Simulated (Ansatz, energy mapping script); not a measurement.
**MnS in the zinc-blende structure: J from the energies of magnetic orders**

Aim: the exchange couplings of MnS in the zinc-blende structure from the energies of a few collinear orders, and the ordering temperature that they give.

Method: PBE with U on Mn d by linear response, ortho-atomic projectors; plane waves, U on orthogonalised atomic orbitals unless named otherwise, collinear spin, no spin–orbit coupling, in Ansatz 0.2.0.

### 1. Starting point

The structure is cubic, space group F-43m (No. 216). The conventional cell has a = 5.754 Å, b = 5.754 Å, c = 5.754 Å, α = 90.00°, β = 90.00°, γ = 90.00°. Mn has 4 S at 2.49 Å nearest. Nearest to S lie 4 Mn at 2.49 Å. zincblende prototype, lattice guessed from radii. Farther neighbours and most contacts between anions are not listed.

Structure file:

```cif
data_structure
_symmetry_space_group_name_H-M 'P 1'
_symmetry_Int_Tables_number 1
_cell_length_a 4.0684
_cell_length_b 4.0684
_cell_length_c 4.0684
_cell_angle_alpha 60.000
_cell_angle_beta 60.000
_cell_angle_gamma 60.000
_cell_volume 47.62
loop_
_atom_site_label
_atom_site_type_symbol
_atom_site_fract_x
_atom_site_fract_y
_atom_site_fract_z
_atom_site_occupancy
Mn1 Mn 0.00000 0.00000 0.00000 1
S2 S 0.25000 0.25000 0.25000 1
```

This cell was built for the study (zincblende prototype, lattice guessed from radii), not taken from an experiment; the compound need not form in this structure.

The cell was relaxed beforehand in Ansatz under PBE with U = 4 eV on Mn d, ortho-atomic projectors, from parallel moments.

With a computed U no number in the result is fitted to experiment, though U carries the errors of its own one-shot run.

### 2. U by linear response

A small shift of the shell's potential moves charge, once with all else frozen (χ₀) and once with the crystal screening it (χ); U is the difference of their inverses, taken as matrices. The response is summed over a mesh of wavevectors, so that a shifted site feels less of its own images.

File input.yaml:

```yaml
crystal:
  lattice:
    - [0.0, -2.876820651, -2.876820651]
    - [-2.876820651, 0.0, -2.876820651]
    - [2.876820651, 2.876820651, -5.753641302]
  atoms:
    - { symbol: Mn, position: [0.5, 0.5, 0.5], spin: 4.5 }
    - { symbol: Mn, position: [0.0, 0.0, 0.0], spin: -4.5 }
    - { symbol: S, position: [0.125, 0.125, 0.625] }
    - { symbol: S, position: [0.625, 0.625, 0.125] }
magnetization:
  spin_polarized: true
kpoints:
  mp_grid: { grid: [8, 8, 8] }
hamiltonian:
  xc: pbe
  hubbard:
    sites: [{ species: Mn, l: d, u_eff: linear-response }]
    projectors: ortho-atomic
    lr: { qmesh: [2, 2, 2], qmesh_shift: [0.5, 0.5, 0.5] }
scf:
  occupations: { method: fermi_dirac, width: 0.05 }
output:
  eigenvalues: true
```

On the command line:

```sh
$ ansatz run input.yaml --threads 4 --pin off --max-ram 8192MiB --backend cpu --events-out ev --progress --plain --runs-dir out
```

Numbers of over 12 decimals in the logs are rounded to 6 here.

The log of the run:

```text
Engine: ansatz 0.2.0, aarch64-unknown-linux-gnu
Pseudopotentials: kind: paw
Pseudopotential: Mn, paw, valence charge 15, recommended cutoff 420 eV (normal), Mn.paw.azcp
Pseudopotential: S, paw, valence charge 6, recommended cutoff 420 eV (normal), S.paw.azcp
Functional definition: PBE
  parameter kappa = 0.804
  parameter beta = 0.066725
  exchange = pbe_x(kappa = kappa, mu = beta*pi^2/3)
  correlation = pbe_c(beta = beta)
davidson cushion auto → off  (block headroom 10 ≥ Hubbard manifold empty extent 5; pin scf.eigensolver.cushion to override)
LR-U cycle 1: input U_eff = [0.000, 0.000] eV
Crystal: 4 atoms, lattice volume = 95.235 Å³
Basis set: ecut = 420 eV, 1853 PW (Γ)
Bands: 31, of which v1, the nominal top of the filled ones, is band 21 counted from 1 (20 counted from 0)
Symmetry: 6 space group operations
Space group: R3m (ITA 160), of the structure as read, at distance tolerance 4.6e-5 Å
Magnetic group: BNS 160.68 (UNI 1298), of the structure as read, at distance tolerance 4.6e-5 Å
k-points: 65 of 512 (time reversal used)
Non-local potential: Mn, projectors of the file, l = 0: 3, l = 1: 2, l = 2: 3, l = 3: 1
Non-local potential: S, projectors of the file, l = 0: 2, l = 1: 2, l = 2: 2
PAW form: soft (Blöchl's): semilocal exchange-correlation on the pseudo side does not see the compensation charge
PAW one-centre angular grid: Mn, 590 points (default); XC on 64 Gauss nodes
PAW one-centre angular grid: S, 110 points (default); XC on 64 Gauss nodes
Initial density: superposition of atomic densities (chi_scale 0.1, normalization cell, long waves kept (reshape's long-wave potential 0.00 eV rms))
Starting moments: Σ|m| = 9 μB on 2 of 4 sites
Starting magnetic order: antiferromagnet; a translation exchanges its spin sublattices: spin-degenerate at every k-point
Initial wavefunctions: pseudopotential atomic-orbital guess
Functional: x = pbe(κ = 0.804, μ = 0.219515), c = pbe(β = 0.066725)
iter 1 solved again at ethr=3.73e-2 eV; its pass at ethr=1.00e-1 eV (dr2=1.57e1 eV) is discarded
SCF iter   1: F=—  HF=-9605.413403 eV  |F-HF|=—  |Δ(HF+E_count)|=         —  Δρ=6.54e-2 (↑6.54e-2 ↓6.54e-2)  dr2=1.54e1  dr2_m=3.57e-1  M=0.000 μB ∫|m|=8.197 μB  β_m=0.30  ethr=3.73e-2  ⟨swp⟩=2.0  Hψ=9877  notcnv=0
preconditioner: auto → Resta (q_TF=auto, 2.380 Å⁻¹)  ε∞=7.2  [insulator: Δε(μ)=0.189 eV  Ē_g=7.765 eV  σ=0.050 eV  W_gap=0.72  n_scr=28 (ndim 8)  ℏωp=19.4 eV  f_vac=0.002  D(μ)=0.72/eV (n_scr^D=2)  ε∞_Penn≈7.2]
spin=Collinear: Resta preconditioning applied to the charge; magnetization (m = ρ↑ − ρ↓) channel mixes plain (no charge-response kernel on spin).
iter 2 solved again at ethr=1.54e-3 eV; its pass at ethr=3.67e-2 eV (dr2=6.46e-1 eV) is discarded
SCF iter   2: F=—  HF=-9603.616795 eV  |F-HF|=—  |Δ(HF+E_count)|=    1.80e0  Δρ=1.62e-2 (↑1.62e-2 ↓1.62e-2)  dr2=5.56e-1  dr2_m=1.25e-1  M=0.000 μB ∫|m|=9.223 μB  β_m=1.00  ethr=1.54e-3  ⟨swp⟩=5.0  Hψ=10063  notcnv=0  defer=35
eigensolver tolerance schedule: the retry pair's looser diagonalisation over-reported the residual by 0.16 of it (diagonalisation noise at 0.17 of the residual, at the tolerance the schedule requests for it); recorded, not acted on — ethr = c·dr2/N_el stays at c = 1.0e-1
SCF iter   3: F=—  HF=-9603.865238 eV  |F-HF|=—  |Δ(HF+E_count)|=   2.48e-1  Δρ=8.59e-3 (↑8.59e-3 ↓8.59e-3)  dr2=3.39e-1  dr2_m=4.40e-3  M=0.000 μB ∫|m|=9.303 μB  β_m=1.00  ethr=1.32e-3  ⟨swp⟩=3.2  Hψ=4627  notcnv=0  defer=3
SCF iter   4: F=—  HF=-9603.904406 eV  |F-HF|=—  |Δ(HF+E_count)|=   3.92e-2  Δρ=3.66e-3 (↑3.66e-3 ↓3.66e-3)  dr2=4.19e-2  dr2_m=3.76e-4  M=0.000 μB ∫|m|=9.308 μB  β_m=0.30  ethr=8.07e-4  ⟨swp⟩=4.5  Hψ=5663  notcnv=0  defer=34
Mixer restart at iter 4: flushing history
spin-set hold released at iteration 4 (site moments contracting): the magnetisation degrees of freedom join the quasi-Newton model from the next iteration; the mixer history was flushed
[...]
SCF iter   7: F=—  HF=-9603.971765 eV  |F-HF|=—  |Δ(HF+E_count)|=   3.05e-3  Δρ=3.44e-4 (↑3.44e-4 ↓3.44e-4)  dr2=7.46e-4  dr2_m=6.84e-6  M=0.000 μB ∫|m|=9.344 μB  β_m=0.77  ethr=1.29e-5  ⟨swp⟩=3.2  Hψ=4902  notcnv=0  defer=8
[...]
SCF 1 converged in 15 iterations: F = -9603.972941 eV  dr2 = 1.11e-12
[...]
LR-U reference ψ shed before the perturbed-orbit SCFs — 0.11 GiB of wavefunction and exchange-operator storage released
NSCF: frozen V_eff on 65 k-points
NSCF: frozen V_eff on 1024 k-points
DFPT response loops at q = (0.25, -0.25, 0.25) (fractional): preconditioner auto → Resta (q_TF=auto, 2.380 Å⁻¹)  ε∞=7.4 (no band partly filled); β = 1.00, the filter's whole step (`scf.mixing.beta` (0.30) is not read by the response loops at its default; to damp them type it under 1.00, their step now; it binds the ground state too); Broyden in place of MSR1
NSCF: frozen V_eff on 576 k-points
DFPT response loops at q = (0.25, 0.25, 0.25) (fractional): mixed as the last ones told, above
NSCF: frozen V_eff on 576 k-points
DFPT response loops at q = (0.25, 0.25, -0.25) (fractional): mixed as the last ones told, above
LR-U cycle 1: largest |computed − input| of the U and V asked for = 4.1701 eV
LR-U result after 1 cycle(s), on the 2×2×2 q mesh at shift [0.5, 0.5, 0.5]:
  orbit [0]: n₀ = 5.4176, χ₀ = -0.2305 eV⁻¹, χ = -0.1172 eV⁻¹, U = 4.170 eV, projected Ū = 4.170 eV over the magnetic orbit of site 0 (written back: yes)
  orbit [1]: n₀ = 5.4176, χ₀ = -0.2305 eV⁻¹, χ = -0.1172 eV⁻¹, U = 4.170 eV, projected Ū = 4.170 eV over the magnetic orbit of site 0 (written back: yes)
  q = [0.2500, 0.2500, 0.2500], weight 0.2500: sites [0] shifted on 288 pairs of k-points with 31 bands, 7 passes, the loops' stops and last bands leave some 4.4e-5 eV⁻¹ in χ
  q = [0.2500, 0.2500, -0.2500], weight 0.2500: sites [0] shifted on 288 pairs of k-points with 31 bands, 7 passes, the loops' stops and last bands leave some 4.3e-5 eV⁻¹ in χ
  q = [0.2500, -0.2500, 0.2500], weight 0.5000: sites [0] shifted on 512 pairs of k-points with 31 bands, 7 passes, the loops' stops and last bands leave some 4.3e-5 eV⁻¹ in χ
[...]
spin=Collinear: Resta preconditioning applied to the charge; magnetization (m = ρ↑ − ρ↓) channel mixes plain (no charge-response kernel on spin).
[...]
spin-set hold released at iteration 7 (site moments contracting): the magnetisation degrees of freedom join the quasi-Newton model from the next iteration; the mixer history was flushed
[...]
SCF 2 converged in 14 iterations: F = -9602.420100 eV  dr2 = 2.21e-8
SCF converged after 14 iterations
an eigenvalue changed by more than its tolerance at an iteration that met the thresholds in force, so the SCF went on 2 times, its first undamped step at iteration 13: the last check found none over its tolerance
Magnetization: 0.0000 μB (21.0000 up, 21.0000 down)
Absolute magnetization: 9.8195 μB (∫|ρ↑−ρ↓|, with the PAW one-centre terms)
Spin contamination: 4.9815 ħ² per cell (⟨S²⟩ above its minimum at these occupations)
Per-site moments (μB) at R_I (Å): [(4.394096, 1.027702), (-4.394096, 1.027702), (0.011833, 1.027702), (-0.011833, 1.027702)]
Free energy (F): -9602.420100 eV
Harris-Foulkes:  -9602.420100 eV  (|F-HF|=2.39e-8)
Internal energy: -9602.420100 eV  (E = F + TS)
E sigma→0 (E₀):  -9602.420100 eV
Fermi energy:    6.672011 eV
--- Per-component energies (eV) ---
  E_band       = -775.372532
  E_kinetic    = 804.863105
  E_local      = -5730.954306  (includes V_loc(G=0)·N_el)
  E_nonlocal   = 560.946417
  E_hartree    = 2344.875150
  E_xc         = -414.184319
  E_vxc        = -455.748583  (∫ρ·V_xc dr)
  E_hubbard    = 1.170010  (on-site DFT+U / exact-exchange correction)
  E_vhub       = -19.549023  (the Hubbard potential's part of the band-sum identity)
  E_paw        = -3813.020035  (= ΣΔE_a)
  E_vpaw       = -624.693973  (= ΣTr[D̂ρ^β])
  E_aug_tail   = -0.000016  (compensation charges beyond the density's cutoff)
  E_ewald      = -3356.116106
  E_smearing   = -0.000000  (= −TS)
  E_closure    = -0.000000  (closes the sum)
  Σ components = -9602.420100   (vs F -9602.420100, Δ=0.00e0)
--- Band table (eV; the first three rows and the last of 130) ---
  k-point 0 ↑: bands = [... 17 lower, 3.9608, 4.9787, 5.5598, 5.5598, 7.6488, 9.2410, 9.2410, 9.4727, ... 6 higher]
  k-point 1 ↑: bands = [... 17 lower, 3.9589, 4.8433, 5.5582, 5.5582, 7.8077, 9.2450, 9.2450, 9.4790, ... 6 higher]
  k-point 2 ↑: bands = [... 17 lower, 3.9544, 4.5275, 5.5544, 5.5544, 8.1904, 9.2542, 9.2542, 9.4876, ... 6 higher]
  k-point 64 ↓: bands = [... 17 lower, 3.0044, 3.7315, 3.9508, 4.2699, 8.4487, 8.8976, 9.2027, 9.4695, ... 6 higher]
Occupation matrices written to <dir>
```

It took 5 min on 4 threads of Arm Neoverse V2, shared host; peak memory 4.4 GiB; 20 min of CPU time.

The column dr2 measures how far the density is from self-consistency, as an energy; F and HF (Harris–Foulkes) agree once it is small.

Site by site:

```csv
site,electrons,χ₀ (1/eV),χ (1/eV),U (eV)
Mn1,5.418,-0.2305,-0.1172,4.17
Mn2,5.418,-0.2305,-0.1172,4.17
```

For Mn1 the on-site elements alone give 1/χ₀ − 1/χ = 4.19 eV, the inverses of the full matrices 4.17 eV, and the program reports 4.17 eV. The state, moments and gap printed next belong to the closing SCF at this U.

The mean over each element's sites is typed into the runs below, where the first set of runs used U = 4 eV on Mn d, ortho-atomic projectors.

### 3. One set of occupation matrices for all orders

A corrected shell can settle in several orbital fillings. One parallel run, with an occupation width a fifth wider than the orders use, therefore is to supply the occupation matrices. All orders start from them.

File input.yaml:

```yaml
crystal:
  lattice:
    - [0.0, 2.876820651, 2.876820651]
    - [2.876820651, 0.0, 2.876820651]
    - [2.876820651, 2.876820651, 0.0]
  atoms:
    - { symbol: Mn, position: [0.0, 0.0, 0.0], spin: 4.5 }
    - { symbol: S, position: [0.25, 0.25, 0.25] }
magnetization:
  spin_polarized: true
kpoints:
  mp_grid: { grid: [8, 8, 8] }
hamiltonian:
  xc: pbe
  hubbard:
    sites: [{ species: Mn, l: d, u_eff: 4.17 }]
    projectors: ortho-atomic
scf:
  occupations: { method: fermi_dirac, width: 0.06 }
output:
  eigenvalues: true
```

The log of the run:

```text
[...]
Crystal: 2 atoms, lattice volume = 47.618 Å³
Basis set: ecut = 420 eV, 941 PW (Γ)
Bands: 17, of which v1, the nominal top of the filled ones, is band 11 counted from 1 (10 counted from 0)
Symmetry: 24 space group operations
[...]
k-points: 29 of 512 (time reversal used)
[...]
Starting moments: Σ|m| = 4.5 μB on 1 of 2 sites
[...]
SCF iter   1: F=—  HF=-4801.192154 eV  |F-HF|=—  |Δ(HF+E_count)|=         —  Δρ=5.44e-2 (↑5.44e-2 ↓2.42e-2)  dr2=1.99e0  dr2_m=2.40e-1  M=5.000 μB ∫|m|=5.000 μB  β_m=1.00  ethr=3.10e-3  ⟨swp⟩=4.6  Hψ=4656  notcnv=0
[...]
SCF iter  10: F=-4801.161770 eV  HF=-4801.161770 eV  |F-HF|=1.26e-8  |Δ(HF+E_count)|=   2.95e-7  Δρ=4.57e-6 (↑4.32e-6 ↓4.57e-6)  dr2=1.03e-9  dr2_m=8.38e-9  M=5.000 μB ∫|m|=5.000 μB  ethr=4.76e-10  ⟨swp⟩=4.0  Hψ=3456  notcnv=0
SCF 1 converged in 10 iterations: F = -4801.161770 eV  dr2 = 1.03e-9
[...]
SCF converged after 10 iterations
Magnetization: 5.0000 μB (13.0000 up, 8.0000 down)
Absolute magnetization: 5.0000 μB (∫|ρ↑−ρ↓|, with the PAW one-centre terms)
[...]
Per-site moments (μB) at R_I (Å): [(4.434080, 1.027702), (0.028578, 1.027702)]
Free energy (F): -4801.161770 eV
[...]
Internal energy: -4801.161770 eV  (E = F + TS)
E sigma→0 (E₀):  -4801.161770 eV
Entropy (-TS):   -0.000000 eV (-0.000 meV/atom)
Fermi energy:    6.707414 eV
[...]
--- Band table (eV; the first three rows and the last of 58) ---
  k-point 0 ↑: bands = [... 7 lower, 0.1268, 0.9401, 0.9401, 6.0675, 6.0675, 6.0675, 7.2502, 12.2220, ... 2 higher]
  k-point 1 ↑: bands = [... 7 lower, 0.1626, 0.9359, 0.9359, 5.1441, 5.9301, 5.9301, 8.0288, 12.0539, ... 2 higher]
  k-point 2 ↑: bands = [... 7 lower, 0.2387, 0.9445, 0.9445, 3.7523, 5.6149, 5.6149, 8.8687, 12.0944, ... 2 higher]
  k-point 28 ↓: bands = [... 7 lower, 3.4000, 8.1497, 8.8443, 9.4739, 9.5256, 9.9885, 12.4718, 13.2852, ... 2 higher]
Occupation matrices written to <dir>
```

The job ended after 1.5 s (4 threads; peak memory 0.33 GiB; 5.1 s of CPU time).

Read from the output:

| Item | Value |
| --- | --- |
| final state | ferromagnetic |
| electrons in the corrected shells | 5.226 e |
| largest moment | 4.434 μB |

### 4. Parallel start in cell A (4 atoms)

Each cell gets its own parallel run on the same mesh, so that most of the mesh error cancels in the differences.

File input.yaml:

```yaml
crystal:
  lattice:
    - [0.0, -2.876820651, -2.876820651]
    - [-2.876820651, 0.0, -2.876820651]
    - [2.876820651, 2.876820651, -5.753641302]
  atoms:
    - { symbol: Mn, position: [0.5, 0.5, 0.5], spin: 4.5 }
    - { symbol: Mn, position: [0.0, 0.0, 0.0], spin: 4.5 }
    - { symbol: S, position: [0.125, 0.125, 0.625] }
    - { symbol: S, position: [0.625, 0.625, 0.125] }
magnetization:
  spin_polarized: true
kpoints:
  mp_grid: { grid: [7, 7, 7] }
hamiltonian:
  xc: pbe
  hubbard:
    sites:
      - { species: Mn, l: d, u_eff: 4.17 }
      - { site: 0, l: d, u_eff: 4.17, starting_ns: [{ spin: up, occupation_matrix: mn1_major }, { spin: down, occupation_matrix: mn1_minor }] }
      - { site: 1, l: d, u_eff: 4.17, starting_ns: [{ spin: up, occupation_matrix: mn1_major }, { spin: down, occupation_matrix: mn1_minor }] }
    projectors: ortho-atomic
    occupation_matrices:
      mn1_major:
        matrix:
          - [0.997, 0.0, 0.0, 0.0, 0.0]
          - [0.0, 0.995, 0.0, 0.0, 0.0]
          - [0.0, 0.0, 0.995, 0.0, 0.0]
          - [0.0, 0.0, 0.0, 0.997, 0.0]
          - [0.0, 0.0, 0.0, 0.0, 0.995]
      mn1_minor:
        matrix:
          - [0.021, 0.0, 0.0, 0.0, 0.0]
          - [0.0, 0.068, 0.0, 0.0, 0.0]
          - [0.0, 0.0, 0.068, 0.0, 0.0]
          - [0.0, 0.0, 0.0, 0.021, 0.0]
          - [0.0, 0.0, 0.0, 0.0, 0.068]
scf:
  occupations: { method: fermi_dirac, width: 0.05 }
output:
  eigenvalues: true
```

The log of the run:

```text
[...]
Crystal: 4 atoms, lattice volume = 95.235 Å³
Basis set: ecut = 420 eV, 1853 PW (Γ)
Bands: 31, of which v1, the nominal top of the filled ones, is band 21 counted from 1 (20 counted from 0)
Symmetry: 12 space group operations
[...]
k-points: 44 of 343 (time reversal used)
[...]
Starting moments: Σ|m| = 9 μB on 2 of 4 sites
[...]
SCF iter   1: F=—  HF=-9602.454852 eV  |F-HF|=—  |Δ(HF+E_count)|=         —  Δρ=5.43e-2 (↑5.43e-2 ↓2.45e-2)  dr2=4.04e0  dr2_m=4.71e-1  M=10.000 μB ∫|m|=10.000 μB  β_m=1.00  ethr=3.10e-3  ⟨swp⟩=5.9  Hψ=10784  notcnv=0
[...]
SCF iter  12: F=-9602.323421 eV  HF=-9602.323421 eV  |F-HF|=1.78e-7  |Δ(HF+E_count)|=   3.54e-6  Δρ=3.84e-6 (↑3.84e-6 ↓3.53e-6)  dr2=8.07e-8  dr2_m=1.12e-9  M=10.000 μB ∫|m|=10.000 μB  ethr=2.38e-10  ⟨swp⟩=6.5  Hψ=10860  notcnv=0
SCF 1 converged in 12 iterations: F = -9602.323421 eV  dr2 = 8.07e-8
[...]
SCF converged after 12 iterations
Magnetization: 10.0000 μB (26.0000 up, 16.0000 down)
Absolute magnetization: 10.0000 μB (∫|ρ↑−ρ↓|, with the PAW one-centre terms)
[...]
Per-site moments (μB) at R_I (Å): [(4.434085, 1.027702), (4.434085, 1.027702), (0.028574, 1.027702), (0.028574, 1.027702)]
Free energy (F): -9602.323421 eV
[...]
Internal energy: -9602.323421 eV  (E = F + TS)
E sigma→0 (E₀):  -9602.323421 eV
Entropy (-TS):   -0.000000 eV (-0.000 meV/atom)
Fermi energy:    6.700767 eV
[...]
--- Specified on-site occupations, and those of the state reported ---
  electrons in the specified blocks: 10.4500 specified, 10.4519 found
  site 1 (l=d) ↓: largest change of an orbital's occupation 0.0004; electrons 0.2460 specified, 0.2471 found; spectral distance 0.0006
[...]
site 1 (l=d) ↑: largest change of an orbital's occupation 0.0003; electrons 4.9790 specified, 4.9789 found; spectral distance 0.0005
[...]
--- Band table (eV; the first three rows and the last of 88) ---
  k-point 0 ↑: bands = [... 17 lower, 1.0209, 1.0209, 1.0767, 1.5157, 5.1874, 5.1874, 6.0674, 6.0674, ... 6 higher]
  k-point 1 ↑: bands = [... 17 lower, 0.9381, 1.0093, 1.0093, 1.9240, 5.2296, 5.2296, 5.6754, 6.0204, ... 6 higher]
  k-point 2 ↑: bands = [... 17 lower, 0.9353, 0.9817, 0.9817, 2.5935, 4.9524, 5.3475, 5.3475, 5.8917, ... 6 higher]
  k-point 43 ↓: bands = [... 17 lower, 8.4116, 8.9624, 9.0073, 9.2012, 9.2918, 9.7467, 9.7611, 9.8504, ... 6 higher]
Occupation matrices written to <dir>
```

Wall time 7.4 s (4 threads); peak memory 0.49 GiB; 28 s of CPU time.

Spin moment in the sphere by atom:

```csv
atom,spin moment in the sphere (μB)
Mn1,4.43
Mn2,4.43
S3,0.03
S4,0.03
```

The run ends ferromagnetic.

(Part 1 of 3 ends here.)

[Logs and program files are shortened in this print: banners, set-up blocks, solver, clock and traceback lines can be left out without a mark of their own.]

[Logs are printed without paths, hosts, clocks, repeated set-up lines and the standing remarks that a program may print on its own settings, such as how far it seeks lower states.]

[Hosts, paths, dates, database ids (printed as entryN), source tags and the programs' standing remarks are cut or masked in the printed files.]

[Where a cell is said to come from a database of computed structures, the database is the Materials Project.]
